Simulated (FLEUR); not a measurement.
# 2 ML Co on Pd(111), 3 substrate layers: anisotropy by force theorems, part 2 of 2

One state of 2 ML Co on Pd(111), 3 substrate layers is converged without symmetry. Force theorems then give its anisotropy.

FLEUR MaX-R8.1; PBE; all-electron FLAPW film, Dirac cores, scalar-relativistic bands.

So far. Step 2 (The magnetic state): After 94 cycles the largest moment stands at 1.98 μB.

### 5. Spin–orbit coupling, moments along z

Level of this step: PBE; all-electron FLAPW film, Dirac cores, scalar-relativistic bands with spin-orbit coupling (FLEUR).

Spin–orbit coupling ties the spins to the lattice and lets orbital moments form.

A new self-consistent run of the start ferro ++, with the moments along z. The k list default-1 (kpts.xml, not shown) is a Γ-centred 27×27×1 mesh.

The input, inp.xml:

```
<?xml version="1.0" encoding="UTF-8" standalone="no"?>
<fleurInput fleurInputVersion="0.39">
   <comment>
      Co2Pd3
   </comment>
   <calculationSetup>
      <cutoffs Kmax="3.66" Gmax="11.0" GmaxXC="11.0" numbands="182"/>
      <scfLoop itmax="150" minDistance="0.00002" maxIterBroyd="15" imix="Anderson" alpha="0.03" precondParam="0.0" spinf="2.0" sdNocoIR="T"/>
      <coreElectrons ctail="T" frcor="F" kcrel="0" coretail_lmax="0"/>
      <xcFunctional name="pbe" relativisticCorrections="F"/>
      <magnetism jspins="2"/>
      <soc l_soc="T" theta="0.0" phi="0.0" spav="F"/>
      <expertModes spex="0" secvar="F"/>
      <geometryOptimization l_f="F" forcealpha="1.0" forcemix="BFGS" epsdisp="0.00001" epsforce="0.00001"/>
      <ldaU l_linMix="F" mixParam="0.05" spinf="1.0"/>
   </calculationSetup>
   <cell>
      <bzIntegration valenceElectrons="82.0" mode="hist" fermiSmearingEnergy="0.00183747">
         <kPointListSelection listName="default-1"/>
         <xi:include xmlns:xi="http://www.w3.org/2001/XInclude" href="kpts.xml"> </xi:include>
      </bzIntegration>
      <xi:include xmlns:xi="http://www.w3.org/2001/XInclude" href="sym.xml"> </xi:include>
      <filmLattice scale="1.0" dVac="21.83" dTilda="24.33">
         <bravaisMatrixFilm>
            <row-1>    5.1978801593681707     0.0000001204133487</row-1>
            <row-2>   -2.5989401839780708     4.5014962036302819</row-2>
         </bravaisMatrixFilm>
         <vacuumEnergyParameters vacuum="1" spinUp="-.25" spinDown="-.25"/>
         <vacuumEnergyParameters vacuum="2" spinUp="-.25" spinDown="-.25"/>
      </filmLattice>
   </cell>
   <atomSpecies>
      <species name="Palladium (Pd)" element="Pd" atomicNumber="46">
         <mtSphere radius="2.47" gridPoints="817" logIncrement="0.016"/>
         <atomicCutoffs lmax="10" lnonsphr="8"/>
         <electronConfig flipSpins="F">
            <coreConfig>(1s1/2) (2s1/2) (2p1/2) (2p3/2) (3s1/2) (3p1/2) (3p3/2) (4s1/2) (3d3/2) (3d5/2)</coreConfig>
            <valenceConfig>(4p1/2) (4p3/2) (5s1/2) (4d3/2) (4d5/2)</valenceConfig>
            <stateOccupation state="(5s1/2)" spinUp="0.500000" spinDown="0.500000"/>
            <stateOccupation state="(4d3/2)" spinUp="1.800000" spinDown="1.800000"/>
            <stateOccupation state="(4d5/2)" spinUp="2.700000" spinDown="2.700000"/>
         </electronConfig>
         <energyParameters s="5" p="5" d="4" f="4"/>
         <lo type="SCLO" l="1" n="4" eDeriv="0"/>
      </species>
      <species name="Cobalt (Co2.000" element="Co" atomicNumber="27">
         <mtSphere radius="2.24" gridPoints="741" logIncrement="0.016"/>
         <atomicCutoffs lmax="8" lnonsphr="6"/>
         <electronConfig flipSpins="F">
            <coreConfig>(1s1/2) (2s1/2) (2p1/2) (2p3/2)</coreConfig>
            <valenceConfig>(3s1/2) (3p1/2) (3p3/2) (4s1/2) (3d3/2) (3d5/2)</valenceConfig>
            <stateOccupation state="(3d3/2)" spinUp="1.5" spinDown="1.3"/>
            <stateOccupation state="(3d5/2)" spinUp="3.0" spinDown="1.2"/>
         </electronConfig>
         <energyParameters s="4" p="4" d="3" f="4"/>
         <lo type="SCLO" l="0" n="3" eDeriv="0"/>
         <lo type="SCLO" l="1" n="3" eDeriv="0"/>
      </species>
   </atomSpecies>
   <atomGroups>
      <atomGroup species="Palladium (Pd)">
         <filmPos label="                   1">.0000000000 .0000000000 -8.0437307465</filmPos>
         <force calculate="T" relaxXYZ="TTT"/>
      </atomGroup>
      <atomGroup species="Palladium (Pd)">
         <filmPos label="                   2">-1.000/3.000 1.000/3.000 -3.7996172671</filmPos>
         <force calculate="T" relaxXYZ="TTT"/>
      </atomGroup>
      <atomGroup species="Palladium (Pd)">
         <filmPos label="                   3">1.000/3.000 -1.000/3.000 .4445387559</filmPos>
         <force calculate="T" relaxXYZ="TTT"/>
      </atomGroup>
      <atomGroup species="Cobalt (Co2.000">
         <filmPos label="                   4">.0000000000 .0000000000 4.3950158592</filmPos>
         <force calculate="T" relaxXYZ="TTT"/>
      </atomGroup>
      <atomGroup species="Cobalt (Co2.000">
         <filmPos label="                   5">-1.000/3.000 1.000/3.000 8.0437307465</filmPos>
         <force calculate="T" relaxXYZ="TTT"/>
      </atomGroup>
   </atomGroups>
   <output dos="F" band="F" slice="F">
      <bandDOS minEnergy="-.5*Htr" maxEnergy="0.5*Htr" sigma="0.015" storeEVData="T"/>
      <plotting iplot="0" polar="F">
         <plot TwoD="T" vec1="  1.0  0.0  0.0" vec2="  0.0  1.0  0.0" vec3="  0.0  0.0  1.0" zero="  0.0  0.0 -0.5" file="plot"/>
      </plotting>
      <moessbauerParams electricFieldGradient="F" isomerShift="F" coreHyperfine="F" valenceHyperfine="F"/>
   </output>
</fleurInput>
```

The input, crystal.txt:

```
Co2Pd3
&input film=T cartesian=F /
2.75059972538  0.00000006372  0.00000000000
-1.37529991788  2.38208920596  0.00000000000
0.00000000000  0.00000000000  1.00000000000
1.8897261246
1.0 1.0 1.0

5
46 0.00000000000  0.00000000000  -8.04373074645
46 0.66666666667  0.33333333333  -3.79961726713
46 0.33333333333  0.66666666667  0.44453875586
27 0.00000000000  0.00000000000  4.39501585917 : 2.000
27 0.66666666667  0.33333333333  8.04373074645 : 2.000

&soc 0.0000000 0.0000000 /
&kpt div1=27 div2=27 div3=1 gamma=T /
```

Started as:

```console
> OMP_NUM_THREADS=1 inpgen -f crystal.txt > inpgen.log  # inp.xml is then edited as shown
> OMP_NUM_THREADS=1 mpirun -n 4 fleur_MPI > fleur.log
```

The program printed:

```text
[banner, memory and clock lines left out]
Welcome to FLEUR        (www.flapw.de)
      MaX-Release 8.1          (www.max-centre.eu)

 ========== k-point set info ==========
 Selected k-point list: default-1
 k-point list type: mesh
 0 x 0 x 0
 Number of k points: 248

 [... set-up left out ...]
 Iteration:     1   Distance:      59.82455956 me/bohr^3
 Iteration:     2   Distance:     124.23757533 me/bohr^3
 Iteration:     3   Distance:      43.33733750 me/bohr^3
 Iteration:     4   Distance:      54.19755013 me/bohr^3
 Iteration:     5   Distance:      50.14198135 me/bohr^3
 Iteration:     6   Distance:      12.16623645 me/bohr^3
 Iteration:     7   Distance:      35.10900137 me/bohr^3
 Iteration:     8   Distance:      40.87165171 me/bohr^3
[... lines left out ...]
[... 44 iterations left out ...]
[... lines left out ...]
 Iteration:    59   Distance:       0.01737538 me/bohr^3
 Iteration:    60   Distance:       0.01652640 me/bohr^3
 Iteration:    61   Distance:       0.01474730 me/bohr^3
 Iteration:    62   Distance:       0.01450354 me/bohr^3
 Iteration:    63   Distance:       0.02374017 me/bohr^3
 Iteration:    64   Distance:       0.00825800 me/bohr^3

--- out.xml (last complete iteration) ---
<iteration numberForCurrentRun="   64" overallNumber="   64">
         [... left out ...]
         <bandgap value="0.0000002551" units="eV"/>
         <sumValenceSingleParticleEnergies value="-90.4832547495" units="Htr"/>
         <FermiEnergy value="-0.1661481875" units="Htr"/>
         [... left out ...]
         <magneticMomentsInMTSpheres units="muBohr">
            <globalMagMoment atomType="1" vec="0.00000   0.00000   0.16324"/>
            <globalMagMoment atomType="2" vec="0.00000   0.00000   0.25551"/>
            <globalMagMoment atomType="3" vec="0.00000   0.00000   0.29255"/>
            <globalMagMoment atomType="4" vec="0.00000   0.00000   1.96241"/>
            <globalMagMoment atomType="5" vec="0.00000   0.00000   1.91597"/>
         </magneticMomentsInMTSpheres>
         <orbitalMomentsInMTSpheres units="muBohr">
            <globalMagMoment atomType="1" vec="0.00000   0.00000   0.01736"/>
            <globalMagMoment atomType="2" vec="0.00000   0.00000   0.03028"/>
            <globalMagMoment atomType="3" vec="0.00000   0.00000   0.03017"/>
            <globalMagMoment atomType="4" vec="0.00000   0.00000   0.11772"/>
            <globalMagMoment atomType="5" vec="0.00000   0.00000   0.13174"/>
         </orbitalMomentsInMTSpheres>
         [... left out ...]
         <totalEnergy value="   -17928.0459495957" units="Htr">
            <sumOfEigenvalues value="   -10742.7395559512">
               <coreElectrons value="-10652.2563012018"/>
               <valenceElectrons value="-90.4832547495"/>
            </sumOfEigenvalues>
         [... left out ...]
            <freeEnergy value="-17928.0483082070"/>
            <extrapolationTo0K value="-17928.0471289014"/>
         </totalEnergy>
         <densityConvergence units="me/bohr^3">
            <chargeDensity spin="1" distance="0.0042098225"/>
            <chargeDensity spin="2" distance="0.0059359504"/>
            <overallChargeDensity distance="0.0082579964"/>
            <spinDensity distance="0.0061418011"/>
         </densityConvergence>
      </iteration>
```

Run time: 1.7 h. Hardware: 4 MPI ranks of Arm Neoverse V1, shared host; peak memory 2 GiB.

The run was cut off at its time limit.

After 64 cycles the density distance stands at 0.0083 me/bohr³, above the threshold of 2e-05.

### 6. Outcome

```json
{
 "reference state": "ferromagnetic",
 "largest sphere moment": "1.98 μB",
 "easy direction of those tried": "z",
 "energy along x less z, force theorem": "0.267 meV a primitive cell"
}
```

**Reading.** By the force theorem the moments prefer z; shape anisotropy is not in it, and in a film it favours the plane. The difference for the second direction goes from 0.31 meV (mesh 17×17×1, 162 states, 16 min of CPU time) to 0.27 meV (mesh 27×27×1, 162 states, 41 min), so it is not converged. The self-consistent run with spin–orbit coupling gave no result. The state was typed, and no other order was converged beside it, so it need not be the ground state. A substrate of 3 unrelaxed layers is a model; thickness and relaxation can move these numbers.

[Logs and program files are shortened in this print: banners, set-up blocks, solver, clock and traceback lines can be left out without a mark of their own.]

[Logs are printed without paths, hosts, clocks, repeated set-up lines and the standing remarks that a program may print on its own settings, such as how far it seeks lower states.]

[Hosts, paths, dates, database ids (printed as entryN), source tags and the programs' standing remarks are cut or masked in the printed files.]

[Where a cell is said to come from a database of computed structures, the database is the Materials Project.]
